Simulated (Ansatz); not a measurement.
HfO2:

```xyz
12
Lattice="5.0803 0.0000 0.0000 0.0000 5.1649 0.0000 0.0000 0.0000 4.8909" Properties=species:S:1:pos:R:3 pbc="T T T"
Hf    1.1308    4.0379    1.3307
Hf    3.6710    3.7094    3.5602
Hf    3.9495    1.1270    1.3307
Hf    1.4093    1.4555    3.5602
O     0.9491    0.8452    0.5113
O     3.4892    1.7372    4.3796
O     4.1312    4.3196    0.5113
O     1.5911    3.4277    4.3796
O     0.0000    2.5824    2.3919
O     2.5402    0.0000    2.4990
O     0.0000    0.0000    2.8153
O     2.5402    2.5824    2.0756
```

The cell comes from a database or a generator and needn't be the stable form of this composition.

Program: Ansatz 0.2.0. Alike in all runs: potentials or basis Ansatz PAW; cell as given; smearing fermi-dirac 0.05 eV. Hardware: 4 threads of Arm Neoverse V2 (shared host).

**Question.** Order these runs on this cell by their wall time, lowest first.
A. task band structure; level PBEsol; spin SOC, no magnetisation; k mesh 5 × 5 × 6; cutoff (eV) 420; points for each segment of the path 10
B. task band structure; level r2SCAN; spin off; k mesh 5 × 5 × 6; cutoff (eV) 500; points for each segment of the path 10
C. task single point; level PBE; spin off; k mesh 7 × 7 × 8; cutoff (eV) 420

**Answer.** C (22 s), B (71 s), A (440 s).
